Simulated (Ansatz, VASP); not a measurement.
# HfO2: VASP beside Ansatz

```
Hf O
1.0
     0.00000    2.54881    2.54881
     2.54881    0.00000    2.54881
     2.54881    2.54881    0.00000
Hf O
1 2
Direct
  0.00000 0.00000 0.00000
  0.25000 0.25000 0.25000
  0.75000 0.75000 0.75000
```

Measurements of this composition are mostly on another form, of space group No. 14.

Alike in both runs: functional PBE; k mesh 8 × 8 × 8; occupations gaussian, width 0.02 eV; no spin polarisation.

Ansatz relaxed the structure, and its values are those at the end. VASP's run is a single point on that final structure, the one shown.

|  | VASP | Ansatz |
| --- | --- | --- |
| version | VASP 6.6.1 | Ansatz 0.2.0 |
| potentials or method | VASP PAW PBE potentials, release 64 (Hf_pv, O) | scalar-relativistic, plane waves, PAW |
| plane-wave cutoff (eV) | 520 | 420 |
| valence electrons in the cell | 22 | 38 |

Ansatz gave:

- gap on the k mesh at the Fermi level (eV): 3.75
- least direct gap on the mesh (eV): 3.75
- pressure (GPa): 0.0

Task: Estimate VASP's values.

Result: gap on the k mesh at the Fermi level (eV): 3.76; least direct gap on the mesh (eV): 3.76; pressure (GPa): -3.6.

One of these differences is far larger than is usual between the two programs; its cause wasn't traced. The functional is the same, so the differences come from potentials, cutoffs and numerics. The two sets of potentials don't hold the same shells in valence.

Caveats: spin-orbit coupling is left out, which moves the levels of the heavy elements. A k mesh can miss the band edges.
